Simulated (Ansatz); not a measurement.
The system is Nb.

```
CELL_PARAMETERS angstrom
0.00000 2.11500 2.11500
2.11500 0.00000 2.11500
2.11500 2.11500 0.00000
ATOMIC_POSITIONS crystal
Nb 0.00000 0.00000 0.00000
```

This isn't the form of Nb at room conditions, which is bcc.

* Program: Ansatz 0.2.0
* Task: relaxation of cell and atoms
* Functional: BLYP
* Dispersion: D3(BJ)
* Potentials or basis: Ansatz PAW
* Cutoff: 420 eV (not typed: the program's choice for these potentials)
* k mesh: 11 × 11 × 11
* Occupations: fermi-dirac, width 0.05 eV
* Spin: no spin polarisation

At the start: volume 18.92 Å³/atom.

Q: Where does the relaxation end?

A: It ends after 4 steps and the volume is 17.67 Å³/atom (-6.6 %); space group Fm-3m (No. 225, to 0.05 Å).

The path:
```tsv
step	energy change (eV)	largest force (eV/Å)	volume (Å³)
1	0.0000	0.0000	18.92
2	-0.0444	0.0000	17.80
3	-0.0449	0.0000	17.67
4	-0.0447	0.0000	17.67
```

Final structure:
```
Nb
1.0
     0.00000    2.06713    2.06713
     2.06713    0.00000    2.06713
     2.06713    2.06713    0.00000
Nb
1
Cartesian
  0.0000 0.0000 0.0000
```

Caveat: the plane-wave basis is chosen anew once the cell has moved, so the energies of steps on either side of that aren't comparable; pairwise dispersion overbinds metals, which lowers pressure and volume; the PAW data sets come from PBE, with cores solved anew for the run's functional, which leaves a small shift of forces and pressure.
